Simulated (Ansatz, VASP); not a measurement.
# SrO in VASP and in Ansatz

```
Sr O
1.0
     3.06961    0.00000    0.00000
     0.00000    3.06961    0.00000
     0.00000    0.00000    3.06961
Sr O
1 1
Direct
  0.00000 0.00000 0.00000
  0.50000 0.50000 0.50000
```

Alike in both runs: task single point; functional PBE; k mesh 6 × 6 × 6; no spin polarisation.

```csv
,VASP,Ansatz
version,VASP 6.6.1,Ansatz 0.2.0
potentials or method,"VASP PAW PBE potentials, release 64 (Sr_sv, O)","plane waves, PAW"
plane-wave cutoff (eV),520,420
occupations,"gaussian, width 0.01 eV",fixed
valence electrons in the cell,16,16
```

```csv
,VASP,Ansatz,Ansatz less VASP
gap on the k mesh at the Fermi level (eV),2.74,2.80,+0.060
pressure (GPa),7.2,6.3,-0.93
```

A k mesh can miss the band edges.
